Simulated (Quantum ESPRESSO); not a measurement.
## MnS under changes of volume

One of the cells (21.464 Å³/atom); the others are scaled copies at fixed shape and fractional positions:

```
Mn S
1.0
     3.95358    0.00000    0.00000
    -1.97679    3.42390    0.00000
     0.00000    0.00000    6.34253
Mn S
2 2
Cartesian
  1.9768 1.1413 3.1639
  0.0000 2.2826 6.3352
  0.0000 2.2826 3.9714
  1.9768 1.1413 0.8001
```

The cell is a database's computed one.

- Program: Quantum ESPRESSO 7.5
- Functional: PBEsol
- Potentials or basis: GBRV 1.5 PBEsol
- Cutoff: 612 eV
- Density cutoff: 4898 eV
- k mesh: 8 × 8 × 4
- Occupations: fermi-dirac, width 0.05 eV
- Spin: collinear spin, ferromagnetic start
- Starting moments: [4.0, 4.0, 0.0, 0.0] μB

```tsv
volume (Å³/atom)	energy over the lowest point (meV/atom)	pressure (GPa)	moment (μB per cell)
20.176	11.17	2.7	9.54
20.606	4.58	1.7	9.68
21.035	0.77	0.6	9.77
21.464	0.00	-0.5	9.84
21.893	2.07	-1.5	9.90
22.323	6.77	-2.4	9.94
22.752	?	?	?
```

Task: What does the run at 22.752 Å³/atom give?

Result: Energy over the lowest point 14.03 meV/atom; pressure -3.4 GPa; moment 9.97 μB per cell.

Worked out: A Birch-Murnaghan fit of order 3 (a polynomial in V^(-2/3)) to the other rows has its minimum at 21.37 Å³/atom with B0 = V·E''(V) = 53 GPa (rough, since the energies scatter) at fixed shape and positions, which overstates the stiffness. It gives 14.19 meV/atom at 22.752 Å³/atom, against the run's 14.03, and -dE/dV = -3.2 GPa, against -3.4. A parabola through the other rows of the moment, of slope 0.00129 μB per Å³/atom there, extrapolates to 9.95 μB, against the run's 9.97.

Energies are extrapolated to zero smearing.

Caveats: only a ferromagnetic start was run, and an antiferromagnetic order may lie lower in energy.
